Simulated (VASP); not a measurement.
A run of VASP 6.6.1 is set up as follows.

The input INCAR:

```
SYSTEM = BN
PREC     = Accurate       ! precision mode
ENCUT    = 600            ! plane-wave cutoff, eV
EDIFF    = 1E-7           ! SCF threshold, eV
ISMEAR   = 0              ! smearing method
SIGMA    = 0.02           ! smearing width, eV
LREAL    = .FALSE.        ! projectors in reciprocal space
LASPH    = .TRUE.         ! aspherical terms in the spheres
NELM     = 80             ! most SCF steps
ALGO     = Normal         ! electronic algorithm
ISIF     = 3              ! what is computed and relaxed
LWAVE    = .FALSE.        ! write WAVECAR
LCHARG   = .FALSE.        ! write CHGCAR
METAGGA  = R2SCAN         ! meta-GGA
LMIXTAU  = .TRUE.       
LUSE_VDW = .TRUE.       
IVDW_NL  = 2            
BPARAM   = 11.95        
CPARAM   = 0.0093       
IBRION   = 2              ! ionic algorithm
NSW      = 90             ! ionic steps
EDIFFG   = -0.005         ! ionic threshold
```

Contents of KPOINTS:

```
Automatic mesh
0
G
  12 12 6
  0 0 0
```

POSCAR

```
BN
1.0
    2.5539396000      0.0000000000      0.0000000000
   -1.2769698000      2.2117765700      0.0000000000
    0.0000000000      0.0000000000      4.2268550000
B N
2 2
Direct
    0.6666666700      0.3333333300      0.9997240000
    0.3333333300      0.6666666700      0.4997240000
    0.6666666700      0.3333333300      0.6252760000
    0.3333333300      0.6666666700      0.1252760000
```

Potentials or basis: VASP PAW PBE potentials, release 64 (B, N).

Launch:

```bash
$ cat potpaw_PBE.64/B/POTCAR potpaw_PBE.64/N/POTCAR > POTCAR
$ mpirun -np 1 vasp_std > vasp.out
```

Problem. Estimate the band gap on the k mesh.

Solution. 5.66 eV, indirect (least direct gap 8.96 eV).

Problem. Estimate the relaxed cell.

Solution. a = 2.544 Å, b = 2.544 Å, c = 4.209 Å, α = 90.00°, β = 90.00°, γ = 120.00°.

Final structure:
```
B N
1.0
     2.54447    0.00000    0.00000
    -1.27224    2.20358    0.00000
     0.00000    0.00000    4.20909
B N
2 2
Direct
  0.66667 0.33333 0.99977
  0.33333 0.66667 0.49977
  0.66667 0.33333 0.62523
  0.33333 0.66667 0.12523
```

Caveat: the PAW data sets were made with another functional, which shifts forces and pressure a little. r2SCAN opens gaps a little over a GGA but as a rule still falls short of measured ones.
